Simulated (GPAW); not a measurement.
Input of a GPAW 26.7.0 run:

The input run.py:

```python
from ase.dft.bandgap import bandgap
from ase.io import read, write
from ase.units import GPa
from gpaw import GPAW, PW, setup_paths

setup_paths.insert(0, '.')

atoms = read('PbSe.xyz')

calc = GPAW(mode=PW(600),
            xc='PBEsol',
            kpts={'size': (8, 8, 8), 'gamma': True},
            occupations={'name': 'methfessel-paxton', 'order': 0, 'width': 0.05},
            nbands=19,
            convergence={'density': 1e-05, 'energy': 1e-05},
            maxiter=150,
            txt='gpaw.txt')
atoms.calc = calc
energy = atoms.get_potential_energy()
forces = atoms.get_forces()
stress = atoms.get_stress()
calc.write('gs.gpw')
write('result.traj', atoms)
print(f'Energy: {energy:.6f} eV')
print('Forces (eV/A):')
print(forces.round(4))
print('Stress (GPa):', (stress / GPa).round(3))
print('Fermi level:', round(calc.get_fermi_level(), 4), 'eV')
print(f'Gap: {bandgap(calc)[0]:.4f} eV, direct: {bandgap(calc, direct=True)[0]:.4f} eV')
```

The input PbSe.xyz:

```xyz
2
Lattice="0.0000000000 3.0606500000 3.0606500000 3.0606500000 0.0000000000 3.0606500000 3.0606500000 3.0606500000 0.0000000000" Properties=species:S:1:pos:R:3 pbc="T T T"
Pb     0.0000000000      0.0000000000      0.0000000000
Se     3.0606500000      3.0606500000      3.0606500000
```

Potentials or basis: PAW data sets generated in the run's folder for this functional, pw.

Launch:

```sh
$ gpaw-setup -f PBEsol Pb Se
$ OMP_NUM_THREADS=1 python run.py
```

Question: Estimate the pressure.

Answer: -0.7 GPa.

Question: Predict the band gap on the k mesh.

Answer: 0.15 eV, direct.

Caveat: spin-orbit coupling is left out, which as a rule narrows the gap of such compounds by several tenths of an eV.

**What was measured.**

A printed reference work, monograph reports, for a bulk crystal of PbSe at 300 K: band gap 0.28 eV (direct).

Against the measured gap of PbSe, 0.28 eV (direct; 300 K; a printed reference work, monograph), the calculated 0.15 eV is off by -0.13 eV. 2 values of this kind are on record (0.15 to 0.28 eV); this one was drawn at random. Spin-orbit coupling on Pb, Se is left out. The value is that of PBEsol on a finite k mesh, which can miss the band edges, without temperature or zero-point motion. Semilocal functionals fall short of measured gaps as a rule.
